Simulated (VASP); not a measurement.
## Relaxed cell of LiCl: a test of cutoff and mesh

How far does the relaxed cell of LiCl depend on cutoff and k mesh? The starting structure is a measured crystal structure from the Crystallography Open Database. The first relaxation on each setting starts from this cell expanded by 3 % in volume.

Program: VASP 6.6.1. Level of theory: Kohn-Sham DFT with plane waves and PAW; PBEsol. Results are calculated unless marked as measured.

## Step 1: Set-up

It takes space group Fm-3m (No. 225, cubic). Conventional cell: a = 5.143 Å, b = 5.143 Å, c = 5.143 Å, α = 90.00°, β = 90.00°, γ = 90.00°. Nearest to Cl lie 6 Li at 2.57 Å. Nearest to Li lie 6 Cl at 2.57 Å. Farther neighbours and most contacts between anions are not listed.

## Step 2: Reference relaxation

This run starts from the cell of an earlier relaxation, which isn't shown; the restart sets up the plane waves anew.

File INCAR:

```
SYSTEM = LiCl
PREC = Accurate
ENCUT = 650
EDIFF = 1E-06
NELM = 100
ISMEAR = 0
SIGMA = 0.03
LREAL = .FALSE.
ALGO = Normal
GGA = PS
NBANDS = 11
LORBIT = 11
LWAVE = .FALSE.
LCHARG = .FALSE.
KPAR = 4
IBRION = 2
NSW = 50
ISIF = 3
EDIFFG = -0.006
```

File POSCAR:

```
LiCl
1.0
    0.0000000000      2.5301518162      2.5301518162
    2.5301518162      0.0000000000      2.5301518162
    2.5301518162      2.5301518162      0.0000000000
Cl Li
1 1
Direct
    0.5000000000      0.5000000000      0.5000000000
    0.0000000000      0.0000000000      0.0000000000
```

File KPOINTS:

```
Automatic mesh
0
Gamma
8 8 8
0 0 0
```

Potentials, in the order of the species: Cl and Li_sv (PBE family, release 64).

Run with:

```bash
mpirun -np 4 vasp_std
```

Output:

```text
[banner, memory and clock lines left out]
running    4 mpi-ranks, on    1 nodes
 distrk:  each k-point on    1 cores,    4 groups
 distr:  one band on    1 cores,    1 groups

 POSCAR found type information on POSCAR ClLi
 POSCAR found :  2 types and       2 ions
|                                                                             |
|               ----> ADVICE to this user running VASP <----                  |
|                                                                             |
|     You enforced a specific xc type in the INCAR file but a different       |
|     [... a line on the potential file left out ...]
|     I HOPE YOU KNOW WHAT YOU ARE DOING!                                     |
|                                                                             |

 LDA part: xc-table for (Slater+PW92), standard interpolation
 POSCAR, INCAR and KPOINTS ok, starting setup
 FFT: planning ... GRIDC
 FFT: planning ... GRID_SOFT
 FFT: planning ... GRID
 WAVECAR not read
 entering main loop
       N       E                     dE             d eps       ncg     rms          rms(c)
DAV:   1     0.450608990759E+02    0.45061E+02   -0.46218E+03   638   0.981E+02
DAV:   2    -0.487322821258E+01   -0.49934E+02   -0.46255E+02   841   0.161E+02
DAV:   3    -0.761951367710E+01   -0.27463E+01   -0.27335E+01   824   0.385E+01
DAV:   4    -0.769072681810E+01   -0.71213E-01   -0.71146E-01   929   0.605E+00
DAV:   5    -0.769145747373E+01   -0.73066E-03   -0.73059E-03   807   0.594E-01    0.235E+00
DAV:   6    -0.763945289379E+01    0.52005E-01   -0.10419E-01   858   0.163E+00    0.159E+00
DAV:   7    -0.763736374255E+01    0.20892E-02   -0.33964E-02   974   0.106E+00    0.752E-01
DAV:   8    -0.763902650814E+01   -0.16628E-02   -0.33537E-03   783   0.445E-01    0.981E-02
DAV:   9    -0.763901865961E+01    0.78485E-05   -0.12612E-04   845   0.889E-02    0.316E-02
DAV:  10    -0.763904309828E+01   -0.24439E-04   -0.38832E-05   735   0.484E-02    0.237E-02
DAV:  11    -0.763904374339E+01   -0.64511E-06   -0.42870E-06   809   0.144E-02
   1 F= -.76390437E+01 E0= -.76390437E+01  d E =-.763904E+01
 curvature:   0.00 expect dE= 0.000E+00 dE for cont linesearch  0.000E+00
 trial: gam= 0.00000 g(F)=  0.110E-64 g(S)=  0.494E-07 ort = 0.000E+00 (trialstep = 0.100E+01)
 search vector abs. value=  0.495E-07
 reached required accuracy - stopping structural energy minimisation
```

Wall time 3.2 s (4 MPI ranks of Intel Xeon 6975P-C (Granite Rapids), shared host); peak memory 0.61 GiB; 9.4 s of CPU time.

The logs omit lines about the potential files and the build; timing stands in the text.

From OUTCAR (step 2):

```text
ion  position               nearest neighbor table
   1  0.500  0.500  0.500-   2 2.53   2 2.53   2 2.53   2 2.53   2 2.53   2 2.53
   2  0.000  0.000  0.000-   1 2.53   1 2.53   1 2.53   1 2.53   1 2.53   1 2.53

  LATTYP: Found a face centered cubic cell.
 ALAT       =     5.0603036324

 Subroutine GETGRP returns: Found 48 space group operations
 (whereof 48 operations were pure point group operations)

The static configuration has the point symmetry O_h .

 Found     29 irreducible k-points:

   k-points           NKPTS =     29   k-points in BZ     NKDIM =     29   number of bands    NBANDS=     11

   dimension x,y,z NGX =    30 NGY =   30 NGZ =   30
   dimension x,y,z NGXF=    60 NGYF=   60 NGZF=   60

   ENCUT  =  650.0 eV  47.77 Ry    6.91 a.u.   7.44  7.44  7.44*2*pi/ulx,y,z

   NELECT =      10.0000    total number of electrons

 k-points in reciprocal lattice and weights: Automatic mesh
   0.00000000  0.00000000  0.00000000       0.002
   0.12500000  0.00000000  0.00000000       0.016
   0.25000000  0.00000000  0.00000000       0.016
   0.37500000  0.00000000  0.00000000       0.016
   0.50000000  0.00000000  0.00000000       0.008
   0.12500000  0.12500000  0.00000000       0.012
   0.25000000  0.12500000  0.00000000       0.047
   0.37500000  0.12500000  0.00000000       0.047
   0.50000000  0.12500000  0.00000000       0.047
[...]
-0.37500000  0.50000000  0.12500000       0.023
  -0.25000000  0.50000000  0.25000000       0.012

 average (electrostatic) potential at core
       1 -92.5109       2 -61.2280

 E-fermi :   1.1511

 k-point     1 :       0.0000    0.0000    0.0000
  band No.  band energies     occupation
      1     -41.8954      2.00000
      2     -12.6946      2.00000
      3       0.8480      2.00000
      4       0.8480      2.00000
      5       0.8480      2.00000
      6       7.2184      0.00000
      7      12.6918      0.00000
      8      12.6918      0.00000
      9      12.6918      0.00000
     10      15.5021      0.00000
    ...

 k-point     2 :       0.1250    0.0000    0.0000
  band No.  band energies     occupation
      1     -41.8948      2.00000
      2     -12.6108      2.00000
      3       0.2760      2.00000
      4       0.8027      2.00000
      5       0.8027      2.00000
      6       7.6889      0.00000
      7      11.9034      0.00000
      8      12.6268      0.00000
      9      12.6268      0.00000
     10      13.9568      0.00000
    ...

 k-point     3 :       0.2500    0.0000    0.0000
  band No.  band energies     occupation
      1     -41.8934      2.00000
      2     -12.3962      2.00000
      3      -0.8629      2.00000
      4       0.6996      2.00000
      5       0.6996      2.00000
      6       8.0303      0.00000
      7      11.4862      0.00000
      8      11.4862      0.00000
      9      11.8542      0.00000
     10      14.8067      0.00000
    ...

  Total        0.0008259      0.0008259      0.0008259      0.0000000      0.0000000     -0.0000000
  in kB        0.0408491      0.0408491      0.0408491      0.0000000      0.0000000     -0.0000000
  external PRESSURE =       0.0408491 kB  Pullay stress =       0.0000000 kB

  energy-cutoff  :      650.00
  volume of cell :       32.39
      direct lattice vectors                 reciprocal lattice vectors
     0.000000000  2.530151816  2.530151816    -0.197616600  0.197616600  0.197616600
     2.530151816  0.000000000  2.530151816     0.197616600 -0.197616600  0.197616600
     2.530151816  2.530151816  0.000000000     0.197616600  0.197616600 -0.197616600

 POSITION                                       TOTAL-FORCE (eV/Angst)
 -----------------------------------------------------------------------------------
      2.53015      2.53015      2.53015        -0.000000      0.000000     -0.000000
      0.00000      0.00000      0.00000         0.000000     -0.000000      0.000000
 -----------------------------------------------------------------------------------
    total drift:                               -0.000000     -0.000000      0.000000

  FREE ENERGIE OF THE ION-ELECTRON SYSTEM (eV)
  ---------------------------------------------------
  free  energy   TOTEN  =        -7.6390437434 eV

  energy  without entropy=       -7.6390437434  energy(sigma->0) =       -7.63904374

 reached required accuracy - stopping structural energy minimisation

 total charge
# of ion       s       p       d       tot
------------------------------------------
    1        1.579   3.567   0.000   5.146
    2        2.008   0.040   0.000   2.049
--------------------------------------------------
tot          3.588   3.607   0.000   7.195

[... 3 further parts left out ...]
```

CONTCAR:

```
LiCl
   1.00000000000000
     0.0000000000000000    2.5301518162000001    2.5301518162000001
     2.5301518162000001    0.0000000000000000    2.5301518162000001
     2.5301518162000001    2.5301518162000001    0.0000000000000000
  Cl              Li
     1     1
Direct
     0.5000000000000000    0.5000000000000000    0.5000000000000000
     0.0000000000000000    0.0000000000000000    0.0000000000000000
```

The PAW data sets were made with PBE, which is usual practice but a small mismatch for other functionals. The run keeps the 48 symmetry operations of its start, so it cannot find a distortion of lower symmetry.

The reference relaxation ends at 16.197 Å³ an atom.

## Step 3: Relaxation with a cutoff of 500 eV

Against step 2 the input has ENCUT = 500. This run starts from the cell of an earlier relaxation, which isn't shown; the restart sets up the plane waves anew.

Changes to INCAR since step 2:

```diff
@@ -2,3 +2,3 @@
 PREC = Accurate
-ENCUT = 650
+ENCUT = 500
 EDIFF = 1E-06
```

File POSCAR:

```
LiCl
1.0
    0.0000000000      2.5312025646      2.5312025646
    2.5312025646      0.0000000000      2.5312025646
    2.5312025646      2.5312025646      0.0000000000
Cl Li
1 1
Direct
    0.5000000000      0.5000000000      0.5000000000
    0.0000000000      0.0000000000      0.0000000000
```

KPOINTS is that of step 2.

Run with:

```bash
mpirun -np 4 vasp_std
```

Output:

```text
[banner, memory and clock lines left out]
running    4 mpi-ranks, on    1 nodes
[...]
[... a notice as in an earlier step ...]

 LDA part: xc-table for (Slater+PW92), standard interpolation
 POSCAR, INCAR and KPOINTS ok, starting setup
[...]
entering main loop
       N       E                     dE             d eps       ncg     rms          rms(c)
DAV:   1     0.381644497754E+02    0.38164E+02   -0.40365E+03   638   0.802E+02
DAV:   2    -0.554742587202E+01   -0.43712E+02   -0.41804E+02   816   0.145E+02
DAV:   3    -0.765123444170E+01   -0.21038E+01   -0.20990E+01   816   0.341E+01
DAV:   4    -0.769104358572E+01   -0.39809E-01   -0.39796E-01   890   0.496E+00
[...]
DAV:   9    -0.763950771975E+01    0.72435E-05   -0.12757E-04   830   0.864E-02    0.336E-02
DAV:  10    -0.763953138916E+01   -0.23669E-04   -0.40564E-05   750   0.483E-02    0.255E-02
DAV:  11    -0.763953217634E+01   -0.78718E-06   -0.47264E-06   800   0.151E-02
   1 F= -.76395322E+01 E0= -.76395322E+01  d E =-.763953E+01
[...]
N       E                     dE             d eps       ncg     rms          rms(c)
DAV:   1    -0.763959467427E+01   -0.63285E-04   -0.95259E-04   683   0.194E-01    0.479E-02
DAV:   2    -0.763954703613E+01    0.47638E-04   -0.10566E-04   796   0.615E-02    0.166E-02
DAV:   3    -0.763954166556E+01    0.53706E-05   -0.22819E-05   740   0.267E-02    0.103E-02
DAV:   4    -0.763954242248E+01   -0.75692E-06   -0.46569E-07   427   0.549E-03
   2 F= -.76395424E+01 E0= -.76395424E+01  d E =-.102461E-04
 trial-energy change:   -0.000010  1 .order   -0.000012   -0.000014   -0.000009
 step:   2.9274(harm=  2.9274)  dis= 0.00000  next Energy=    -7.639553 (dE=-0.209E-04)
 reached required accuracy - stopping structural energy minimisation
```

Wall time 3.2 s (4 MPI ranks); peak memory 0.55 GiB; 9.4 s of CPU time.

Parts of OUTCAR (step 3):

```text
  Total       -0.0092548     -0.0092548     -0.0092548      0.0000000      0.0000000      0.0000000
  in kB       -0.4576242     -0.4576242     -0.4576242      0.0000000      0.0000000      0.0000000
  external PRESSURE =      -0.4576242 kB  Pullay stress =       0.0000000 kB

 POSITION                                       TOTAL-FORCE (eV/Angst)
 -----------------------------------------------------------------------------------
      2.53034      2.53034      2.53034         0.000000      0.000000     -0.000000
      2.53034      2.53034      0.00000        -0.000000     -0.000000      0.000000
 -----------------------------------------------------------------------------------
    total drift:                                0.000000      0.000000      0.000000

  FREE ENERGIE OF THE ION-ELECTRON SYSTEM (eV)
  ---------------------------------------------------
  free  energy   TOTEN  =        -7.6395424225 eV

  energy  without entropy=       -7.6395424225  energy(sigma->0) =       -7.63954242

[... 2 parts as in an earlier step ...]

[... 2 further parts left out ...]
[key lines of the parts left out:]
E-fermi :   1.1471
```

With a cutoff of 500 eV the cell ends at 16.201 Å³ an atom, +0.02 % from the reference.

## Step 4: Relaxation with a 4×4×4 mesh

Against step 2 the input has a 4×4×4 mesh. This run starts from the cell of an earlier relaxation, which isn't shown; the restart sets up the plane waves anew.

Changes to INCAR since step 3:

```diff
@@ -2,3 +2,3 @@
 PREC = Accurate
-ENCUT = 500
+ENCUT = 650
 EDIFF = 1E-06
```

File POSCAR:

```
LiCl
1.0
    0.0000000000      2.5335839085      2.5335839085
    2.5335839085      0.0000000000      2.5335839085
    2.5335839085      2.5335839085      0.0000000000
Cl Li
1 1
Direct
    0.5000000000      0.5000000000      0.5000000000
    0.0000000000      0.0000000000      0.0000000000
```

File KPOINTS:

```
Automatic mesh
0
Gamma
4 4 4
0 0 0
```

Run with:

```bash
mpirun -np 4 vasp_std
```

Output:

```text
[... set-up lines as in an earlier step ...]
 entering main loop
       N       E                     dE             d eps       ncg     rms          rms(c)
DAV:   1     0.420764370782E+02    0.42076E+02   -0.45477E+03   176   0.979E+02
DAV:   2    -0.530208678655E+01   -0.47379E+02   -0.46098E+02   219   0.160E+02
DAV:   3    -0.762480872775E+01   -0.23227E+01   -0.23145E+01   234   0.362E+01
DAV:   4    -0.768468239241E+01   -0.59874E-01   -0.59841E-01   260   0.605E+00
[...]
DAV:  10    -0.763075803685E+01   -0.21864E-04   -0.38847E-05   211   0.484E-02    0.197E-02
DAV:  11    -0.763076043073E+01   -0.23939E-05   -0.49907E-06   214   0.155E-02    0.690E-03
DAV:  12    -0.763076035367E+01    0.77051E-07   -0.26006E-07   127   0.451E-03
   1 F= -.76307604E+01 E0= -.76307604E+01  d E =-.763076E+01
[...]
reached required accuracy - stopping structural energy minimisation
```

Elapsed: 2 s, on 4 MPI ranks; peak memory 0.58 GiB.

From OUTCAR (step 4):

```text
  Total        0.0022306      0.0022306      0.0022306      0.0000000     -0.0000000      0.0000000
  in kB        0.1098761      0.1098761      0.1098761      0.0000000     -0.0000000      0.0000000
  external PRESSURE =       0.1098761 kB  Pullay stress =       0.0000000 kB

 POSITION                                       TOTAL-FORCE (eV/Angst)
 -----------------------------------------------------------------------------------
      2.53358      2.53358      2.53358        -0.000000      0.000000     -0.000000
      0.00000      0.00000      0.00000         0.000000     -0.000000      0.000000
 -----------------------------------------------------------------------------------
    total drift:                               -0.000000     -0.000000      0.000000

  FREE ENERGIE OF THE ION-ELECTRON SYSTEM (eV)
  ---------------------------------------------------
  free  energy   TOTEN  =        -7.6307603537 eV

  energy  without entropy=       -7.6307603537  energy(sigma->0) =       -7.63076035

[... 1 part as in an earlier step ...]

[... 3 further parts left out ...]
[key lines of the parts left out:]
E-fermi :   1.0440
```

With a 4×4×4 mesh the cell ends at 16.263 Å³ an atom, +0.41 % from the reference.

(Continued in part 2 of 2.)

[Lines on the potential files, build, host, timing and source positions are cut from VASP's logs without a mark.]

[Logs are printed without paths, hosts, clocks, repeated set-up lines and the standing remarks that a program may print on its own settings, such as how far it seeks lower states.]

[Hosts, paths, dates, database ids (printed as entryN), source tags and the programs' standing remarks are cut or masked in the printed files.]
